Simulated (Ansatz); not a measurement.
# Ba8F15: the cost of one run

Computed with Ansatz 0.2.0 (DFT, PBE, plane-wave PAW, default files, scalar-relativistic, as far as a step names no other, unless a step's input says otherwise).

## (1) Starting point

It takes space group F-43m (No. 216, cubic). Conventional cell: a = 12.451 Å, b = 12.451 Å, c = 12.451 Å, α = 90.00°, β = 90.00°, γ = 90.00°. Ba (site symmetry 3m) has 7 F at 2.70 Å as nearest neighbours. Ba (site symmetry 3m) is surrounded by 8 F at 2.70 Å. Around F (site symmetry 2mm) lie 4 Ba at 2.70 Å. F (site symmetry -43m) has 4 Ba at 2.70 Å as nearest neighbours.

Coordinates:

```cif
data_structure
_symmetry_space_group_name_H-M 'F-43m'
_symmetry_Int_Tables_number 216
_cell_length_a 12.4515
_cell_length_b 12.4515
_cell_length_c 12.4515
_cell_angle_alpha 90.000
_cell_angle_beta 90.000
_cell_angle_gamma 90.000
_cell_volume 1930.46
loop_
_atom_site_label
_atom_site_type_symbol
_atom_site_symmetry_multiplicity
_atom_site_Wyckoff_symbol
_atom_site_fract_x
_atom_site_fract_y
_atom_site_fract_z
_atom_site_occupancy
Ba1 Ba 16 e 0.37500 0.12500 0.37500 1
Ba2 Ba 16 e 0.37500 0.37500 0.62500 1
F1 F 24 g 0.75000 0.50000 0.25000 1
F2 F 4 b 0.50000 0.50000 0.50000 1
F3 F 4 d 0.75000 0.25000 0.25000 1
F4 F 24 f 0.00000 0.25000 0.50000 1
F5 F 4 c 0.75000 0.25000 0.75000 1
```

The vacant site is at (0.125, 0.125, 0.125) in fractional coordinates of the input's cell.

## (2) First run, atoms as given

input.yaml reads:

```yaml
crystal:
  lattice:
    - [0.0, 6.225730817, 6.225730817]
    - [6.225730817, 0.0, 6.225730817]
    - [6.225730817, 6.225730817, 0.0]
  atoms:
    - { symbol: Ba, position: [0.0, 0.0, 0.0] }
    - { symbol: Ba, position: [0.0, 0.0, 0.5] }
    - { symbol: Ba, position: [0.0, 0.5, 0.0] }
    - { symbol: Ba, position: [0.0, 0.5, 0.5] }
    - { symbol: Ba, position: [0.5, 0.0, 0.0] }
    - { symbol: Ba, position: [0.5, 0.0, 0.5] }
    - { symbol: Ba, position: [0.5, 0.5, 0.0] }
    - { symbol: Ba, position: [0.5, 0.5, 0.5] }
    - { symbol: F, position: [0.125, 0.125, 0.625] }
    - { symbol: F, position: [0.125, 0.625, 0.125] }
    - { symbol: F, position: [0.125, 0.625, 0.625] }
    - { symbol: F, position: [0.625, 0.125, 0.125] }
    - { symbol: F, position: [0.625, 0.125, 0.625] }
    - { symbol: F, position: [0.625, 0.625, 0.125] }
    - { symbol: F, position: [0.625, 0.625, 0.625] }
    - { symbol: F, position: [0.375, 0.375, 0.375] }
    - { symbol: F, position: [0.375, 0.375, 0.875] }
    - { symbol: F, position: [0.375, 0.875, 0.375] }
    - { symbol: F, position: [0.375, 0.875, 0.875] }
    - { symbol: F, position: [0.875, 0.375, 0.375] }
    - { symbol: F, position: [0.875, 0.375, 0.875] }
    - { symbol: F, position: [0.875, 0.875, 0.375] }
    - { symbol: F, position: [0.875, 0.875, 0.875] }
total_charge: 1
kpoints:
  mp_grid: { grid: [3, 3, 3] }
scf:
  occupations: { method: fermi_dirac, width: 0.01 }
hamiltonian:
  xc: pbe
  pseudopotentials: { kind: paw }
output:
  forces: true
  stress: true
  populations: true
  efg: { quadrupole_moments_barn: { Ba: 0.236 }, contact_densities: true }
```

Started as:

```bash
> ansatz run input.yaml --threads 1 --pin off --max-ram 2560MiB --backend cpu --events-out ev --progress --plain --runs-dir out
```

What time and memory should one allow on 1 thread of Intel Xeon Platinum 8488C (Sapphire Rapids), shared host?

About 24 s, with a peak of 0.82 GiB.
